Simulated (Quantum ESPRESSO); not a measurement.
CuI (Marshite):

```
CELL_PARAMETERS angstrom
0.00000 3.03150 3.03150
3.03150 0.00000 3.03150
3.03150 3.03150 0.00000
ATOMIC_POSITIONS crystal
I 0.00000 0.00000 0.00000
Cu 0.75000 0.75000 0.75000
```

Base run:

| Item | Value |
| --- | --- |
| Program | Quantum ESPRESSO 7.5 |
| Functional | WC |
| Potentials or basis | GBRV 1.5 PBE |
| Cutoff | 762 eV |
| Density cutoff | 6095 eV |
| k mesh | 6 × 6 × 6, shifted |
| Occupations | fermi-dirac, width 0.05 eV |
| Spin | no spin polarisation |

Its results: pressure -2.7 GPa; electronic dielectric tensor (diagonal) 6.66.

After a change of settings the same cell gave: pressure 0.2 GPa; electronic dielectric tensor (diagonal) 6.39. Which change was it?
A. functional from WC to BLYP
B. functional from WC to LDA; potentials or basis from GBRV 1.5 PBE to GBRV 1.5 LDA
C. functional from WC to PBE
D. functional from WC to PBEsol; potentials or basis from GBRV 1.5 PBE to GBRV 1.5 PBEsol

C.

PBE binds less tightly than WC, so the same cell stands under more pressure.

Caveats: the potentials were made for another functional, which shifts forces and pressure (some runs).

Not every run made on this cell is shown here.
